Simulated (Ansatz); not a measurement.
# TePb (Fm-3m) in Ansatz: notebook, part 2 of 2

Ansatz 0.2.0.

## Step 4: Single point, PBE, 31.71 Å³/atom (volume scaled by 0.94)

File input.yaml:

```yaml
crystal:
  lattice:
    - [0.0, 3.1650427173, 3.1650427173]
    - [3.1650427173, 0.0, 3.1650427173]
    - [3.1650427173, 3.1650427173, 0.0]
  atoms:
    - { symbol: Pb, position: [0.0, 0.0, 0.0] }
    - { symbol: Te, position: [0.5, 0.5, 0.5] }
hamiltonian:
  xc: pbe
  pseudopotentials: { kind: nc }
kpoints:
  mp_grid: { grid: [7, 7, 7] }
scf:
  occupations: { method: fermi_dirac, width: 0.05 }
output:
  forces: true
  stress: true
  eigenvalues: true
```

Potentials or basis: Ansatz NC.

Run with:

```sh
$ ansatz run input.yaml --threads 2 --pin off --max-ram 5120MiB --backend cpu --events-out ev --progress --plain --runs-dir out
```

Log:

```text
Warning: RAYON_NUM_THREADS=2 ignored (pool sized by the plan → 2); use --threads N
Engine: ansatz 0.2.0, aarch64-unknown-linux-gnu
Pseudopotentials: kind: nc
Pseudopotential: Pb, nc, valence charge 14, recommended cutoff 850 eV (normal), Pb.nc.azcp
Pseudopotential: Te, nc, valence charge 16, recommended cutoff 1120 eV (normal), Te.nc.azcp
Functional definition: PBE
  parameter kappa = 0.804
  parameter beta = 0.06672455060314922
  exchange = pbe_x(kappa = kappa, mu = beta*pi^2/3)
  correlation = pbe_c(beta = beta)
Crystal: 2 atoms, lattice volume = 63.412 Å³
Basis set: ecut = 1120 eV, 5329 PW (Γ), exchange–correlation on 100×100×100 points (8 copies of the dense FFT grid, shifted against one another)
Bands: 19, of which v1, the nominal top of the filled ones, is band 15 counted from 1 (14 counted from 0)
Symmetry: 48 space group operations
Space group: Fm-3m (ITA 225), of the structure as read, at distance tolerance 4.0e-5 Å
k-points: 20 of 343
Non-local potential: Pb, projectors of the file, l = 0: 3, l = 1: 3, l = 2: 2, l = 3: 1
Non-local potential: Te, projectors of the file, l = 0: 3, l = 1: 3, l = 2: 2, l = 3: 2
Initial density: superposition of atomic densities (chi_scale 0.1, normalization cell, long waves kept (reshape's long-wave potential 0.00 eV rms))
Initial wavefunctions: pseudopotential atomic-orbital guess
Functional: x = pbe(κ = 0.804, μ = 0.2195149727645171), c = pbe(β = 0.06672455060314922)
SCF iter   1: F=—  HF=-5219.233553 eV  |F-HF|=—  |Δ(HF+E_count)|=         —  Δρ=2.50e-2  dr2=1.04e0  ethr=3.10e-3  ⟨swp⟩=15.8  Hψ=3719  notcnv=0
preconditioner: auto → none  [insulator: Δε(μ)=1.047 eV  Ē_g=14.478 eV  σ=0.050 eV  W_gap=1.00  n_scr=14 (ndim 8)  ℏωp=20.9 eV  f_vac=0.000  D(μ)=0.00/eV (n_scr^D=0)  ε∞_Penn≈3.1]
SCF iter   2: F=—  HF=-5218.901332 eV  |F-HF|=—  |Δ(HF+E_count)|=   3.32e-1  Δρ=8.84e-3  dr2=6.05e-2  ethr=3.10e-3  ⟨swp⟩=6.3  Hψ=1186  notcnv=0
SCF iter   3: F=—  HF=-5218.887898 eV  |F-HF|=—  |Δ(HF+E_count)|=   1.34e-2  Δρ=3.75e-3  dr2=6.64e-3  ethr=2.02e-4  ⟨swp⟩=6.2  Hψ=1097  notcnv=0
SCF iter   4: F=—  HF=-5218.890122 eV  |F-HF|=—  |Δ(HF+E_count)|=   2.22e-3  Δρ=1.97e-3  dr2=1.38e-3  ethr=2.21e-5  ⟨swp⟩=3.8  Hψ=1005  notcnv=0
SCF iter   5: F=—  HF=-5218.889523 eV  |F-HF|=—  |Δ(HF+E_count)|=   5.99e-4  Δρ=9.15e-4  dr2=2.50e-4  ethr=4.59e-6  ⟨swp⟩=3.3  Hψ=808  notcnv=0
SCF iter   6: F=—  HF=-5218.889550 eV  |F-HF|=—  |Δ(HF+E_count)|=   2.71e-5  Δρ=8.30e-4  dr2=2.14e-4  ethr=8.32e-7  ⟨swp⟩=4.1  Hψ=917  notcnv=0
SCF iter   7: F=—  HF=-5218.889450 eV  |F-HF|=—  |Δ(HF+E_count)|=   1.01e-4  Δρ=3.40e-4  dr2=3.38e-5  ethr=7.15e-7  ⟨swp⟩=2.5  Hψ=776  notcnv=0
SCF iter   8: F=—  HF=-5218.889309 eV  |F-HF|=—  |Δ(HF+E_count)|=   1.41e-4  Δρ=6.69e-5  dr2=1.86e-6  ethr=1.13e-7  ⟨swp⟩=2.8  Hψ=794  notcnv=0
SCF iter   9: F=-5218.889308 eV  HF=-5218.889308 eV  |F-HF|=1.24e-8  |Δ(HF+E_count)|=   7.63e-7  Δρ=7.64e-6  dr2=1.96e-8  ethr=3.33e-10  ⟨swp⟩=12.8  Hψ=3685  notcnv=0
SCF 1 converged in 9 iterations: F = -5218.889308 eV  dr2 = 1.96e-8
SCF converged after 9 iterations
Free energy (F): -5218.889308 eV
Harris-Foulkes:  -5218.889308 eV  (|F-HF|=1.24e-8)
Internal energy: -5218.889303 eV  (E = F + TS)
E sigma→0 (E₀):  -5218.889305 eV
Entropy (-TS):   -0.000006 eV (-0.003 meV/atom)
Fermi energy:    10.326996 eV
--- Per-component energies (eV) ---
  E_band       = -284.781359
  E_kinetic    = 2725.519946
  E_local      = -3266.943377  (includes V_loc(G=0)·N_el)
  E_nonlocal   = -1258.340576
  E_hartree    = 1133.309884
  E_xc         = -1640.063169
  E_vxc        = -751.640765  (∫ρ·V_xc dr)
  E_ewald      = -2912.372010
  E_smearing   = -0.000006  (= −TS)
  E_closure    = 0.000000  (closes the sum)
  Σ components = -5218.889308   (vs F -5218.889308, Δ=0.00e0)
--- Forces (eV/Å), atoms counted from 1 ---
  atom   1  Pb    -0.00000000     0.00000000    -0.00000000
  atom   2  Te     0.00000000    -0.00000000    -0.00000000
  max |Σ_I F_I| component: 2.82e-27 eV/Å
--- Stress (GPa, compression-positive) ---
        5.538607      -0.000000       0.000000
        0.000000       5.538607      -0.000000
        0.000000       0.000000       5.538607
  P = ⅓ Tr σ = 5.5386 GPa (55.386 kbar)
--- Band table (eV; the first three rows and the last of 20) ---
  k-point 0: bands = ["-26.4335", "-26.4335", "-26.4270", "-26.4270", "-26.4270", "-6.8709", "-6.8709", "-6.8584", "-6.8584", "-6.8584", "-2.5915", "4.5418", "8.3766", "8.3766", "8.3766", "14.1189", "14.1189", "14.1189", "15.6404"]
  k-point 1: bands = ["-26.4334", "-26.4334", "-26.4270", "-26.4269", "-26.4269", "-6.8745", "-6.8745", "-6.8579", "-6.8548", "-6.8548", "-2.4014", "3.8543", "8.4334", "8.4334", "8.7826", "13.1084", "13.3064", "13.3064", "15.4589"]
  k-point 2: bands = ["-26.4333", "-26.4333", "-26.4268", "-26.4267", "-26.4267", "-6.8839", "-6.8839", "-6.8571", "-6.8454", "-6.8454", "-1.8601", "2.4896", "8.6089", "8.6089", "9.3924", "11.7444", "12.0603", "12.0603", "16.0710"]
  k-point 19: bands = ["-26.4336", "-26.4330", "-26.4268", "-26.4264", "-26.4259", "-6.9314", "-6.8754", "-6.8532", "-6.8440", "-6.8271", "-0.5389", "1.6822", "5.6109", "6.3011", "9.1587", "11.8788", "14.6988", "15.5645", "16.1662"]
```

Wall time 4.8 s (2 threads of Arm Neoverse V1, shared host); peak memory 0.42 GiB.

What came out:

```yaml
Free_energy: -5218.8893 eV
Pressure: 5.5 GPa
```

Caveat: this odd mesh misses L, where the gap lies, so gap, dielectric constants and Born charges aren't listed.

## Step 5: Single point, PBE, 32.38 Å³/atom (volume scaled by 0.96)

input.yaml, as its differences from that of step 4:

```diff
@@ -2,5 +2,5 @@
   lattice:
-    - [0.0, 3.1650427173, 3.1650427173]
-    - [3.1650427173, 0.0, 3.1650427173]
-    - [3.1650427173, 3.1650427173, 0.0]
+    - [0.0, 3.1873324849, 3.1873324849]
+    - [3.1873324849, 0.0, 3.1873324849]
+    - [3.1873324849, 3.1873324849, 0.0]
   atoms:
```

Run with:

```sh
$ ansatz run input.yaml --threads 2 --pin off --max-ram 5120MiB --backend cpu --events-out ev --progress --plain --runs-dir out
```

Run time: 5.7 s. Hardware: 2 threads of Arm Neoverse V1, shared host; peak memory 0.43 GiB.

Results (log left out):

```
Free energy : -5218.9306 eV
Pressure    : 4.3 GPa
```

Caveat: this odd mesh misses L, where the gap lies, so gap, dielectric constants and Born charges aren't listed.

## Step 6: Single point, PBE, 33.05 Å³/atom (volume scaled by 0.98)

input.yaml, as its differences from that of step 5:

```diff
@@ -2,5 +2,5 @@
   lattice:
-    - [0.0, 3.1873324849, 3.1873324849]
-    - [3.1873324849, 0.0, 3.1873324849]
-    - [3.1873324849, 3.1873324849, 0.0]
+    - [0.0, 3.2093147829, 3.2093147829]
+    - [3.2093147829, 0.0, 3.2093147829]
+    - [3.2093147829, 3.2093147829, 0.0]
   atoms:
```

Potentials or basis: Ansatz NC.

Run with:

```sh
$ ansatz run input.yaml --threads 2 --pin off --max-ram 5120MiB --backend cpu --events-out ev --progress --plain --runs-dir out
```

It took 5.6 s on 2 threads of Arm Neoverse V1, shared host; peak memory 0.42 GiB.

It converged, with:

```yaml
Free_energy: -5218.9619 eV
Pressure: 3.2 GPa
```

Caveat: this odd mesh misses L, where the gap lies, so gap, dielectric constants and Born charges aren't listed.

## Step 7: Single point, PBE, 33.73 Å³/atom

input.yaml, as its differences from that of step 6:

```diff
@@ -2,5 +2,5 @@
   lattice:
-    - [0.0, 3.2093147829, 3.2093147829]
-    - [3.2093147829, 0.0, 3.2093147829]
-    - [3.2093147829, 3.2093147829, 0.0]
+    - [0.0, 3.231, 3.231]
+    - [3.231, 0.0, 3.231]
+    - [3.231, 3.231, 0.0]
   atoms:
```

Run with:

```sh
$ ansatz run input.yaml --threads 2 --pin off --max-ram 5120MiB --backend cpu --events-out ev --progress --plain --runs-dir out
```

It took 5.8 s on 2 threads of Arm Neoverse V1, shared host; peak memory 0.42 GiB.

It converged, with:

```yaml
Free_energy: -5218.9842 eV
Pressure: 2.2 GPa
```

Caveat: this odd mesh misses L, where the gap lies, so gap, dielectric constants and Born charges aren't listed.

## Step 8: Single point, PBE, 34.40 Å³/atom (volume scaled by 1.02)

input.yaml, as its differences from that of step 7:

```diff
@@ -2,5 +2,5 @@
   lattice:
-    - [0.0, 3.231, 3.231]
-    - [3.231, 0.0, 3.231]
-    - [3.231, 3.231, 0.0]
+    - [0.0, 3.2523979746, 3.2523979746]
+    - [3.2523979746, 0.0, 3.2523979746]
+    - [3.2523979746, 3.2523979746, 0.0]
   atoms:
```

Run with:

```sh
$ ansatz run input.yaml --threads 2 --pin off --max-ram 5120MiB --backend cpu --events-out ev --progress --plain --runs-dir out
```

It took 6 s on 2 threads of Arm Neoverse V1, shared host; peak memory 0.45 GiB.

Results (log left out):

* Free energy: -5218.9984 eV
* Pressure: 1.2 GPa

Caveat: this odd mesh misses L, where the gap lies, so gap, dielectric constants and Born charges aren't listed.

## Step 9: Single point, PBE, 35.08 Å³/atom (volume scaled by 1.04)

input.yaml, as its differences from that of step 8:

```diff
@@ -2,5 +2,5 @@
   lattice:
-    - [0.0, 3.2523979746, 3.2523979746]
-    - [3.2523979746, 0.0, 3.2523979746]
-    - [3.2523979746, 3.2523979746, 0.0]
+    - [0.0, 3.2735180337, 3.2735180337]
+    - [3.2735180337, 0.0, 3.2735180337]
+    - [3.2735180337, 3.2735180337, 0.0]
   atoms:
```

Potentials or basis: Ansatz NC.

Run with:

```sh
$ ansatz run input.yaml --threads 2 --pin off --max-ram 5120MiB --backend cpu --events-out ev --progress --plain --runs-dir out
```

It took 5.6 s on 2 threads of Arm Neoverse V1, shared host; peak memory 0.45 GiB.

Results (log left out):

```
Free energy : -5219.0054 eV
Pressure    : 0.4 GPa
```

Caveat: this odd mesh misses L, where the gap lies, so gap, dielectric constants and Born charges aren't listed.

## Step 10: Single point, PBE, 35.75 Å³/atom (volume scaled by 1.06)

input.yaml, as its differences from that of step 9:

```diff
@@ -2,5 +2,5 @@
   lattice:
-    - [0.0, 3.2735180337, 3.2735180337]
-    - [3.2735180337, 0.0, 3.2735180337]
-    - [3.2735180337, 3.2735180337, 0.0]
+    - [0.0, 3.2943690292, 3.2943690292]
+    - [3.2943690292, 0.0, 3.2943690292]
+    - [3.2943690292, 3.2943690292, 0.0]
   atoms:
```

Run with:

```sh
$ ansatz run input.yaml --threads 2 --pin off --max-ram 5120MiB --backend cpu --events-out ev --progress --plain --runs-dir out
```

Wall time 5.6 s (2 threads of Arm Neoverse V1, shared host); peak memory 0.45 GiB.

It converged, with:

```yaml
Free_energy: -5219.0058 eV
Pressure: -0.3 GPa
```

Caveat: this odd mesh misses L, where the gap lies, so gap, dielectric constants and Born charges aren't listed.

## Step 11: Equation of state, PBE

This step only gathers the single runs of the series.

What came out:

```
Equilibrium volume                      : 35.46 Å³/atom
Bulk modulus                            : 39 GPa
Pressure derivative of the bulk modulus : 4.5
```

Energy against volume, from the lowest point:
```tsv
volume (Å³/atom)	energy (meV/atom)
31.706	58.24
32.380	37.60
33.055	21.95
33.730	10.80
34.404	3.68
35.079	0.20
35.753	0.00
```

Caveat: this odd mesh misses L, where the gap lies, so gap, dielectric constants and Born charges aren't listed.

## Step 12: Overview

| task | level | potentials or basis | cutoff (eV) | points for each segment of the path | pressure (GPa) |
| --- | --- | --- | --- | --- | --- |
| band structure | exchange-only PBE | Ansatz PAW | 420 | 14 | 10.2 |
| band structure | PBE | Ansatz PAW polarizable | 420 | 14 | 2.1 |
| equation of state | PBE | Ansatz NC | 1120 | - | - |

Alike in all rows: no spin polarisation; cell as given; k mesh 7 × 7 × 7; smearing fermi-dirac 0.05 eV.

Caveats: spin-orbit coupling is left out, which moves the levels of the heavy elements (some runs); the PAW data sets come from PBE, with cores solved anew for the run's functional, which leaves a small shift of forces and pressure (some runs).

Absolute energies hang on the potentials; compare differences alone.

## Step 13: Comparison with measurements

Step 2. A measured gap of TePb is 0.19 eV (direct; 4.2 K; a printed reference work, monograph); the calculated 0.83 eV misses it by +0.64 eV. Spin-orbit coupling on Pb, Te is left out. The value is that of exchange-only PBE, without temperature or zero-point motion.

Step 3. Measured gap of TePb: 0.19 eV (direct; 4.2 K; a printed reference work, monograph). This calculation gives 0.73 eV (+0.54 eV). Spin-orbit coupling on Pb, Te is left out. The value is that of PBE, without temperature or zero-point motion.
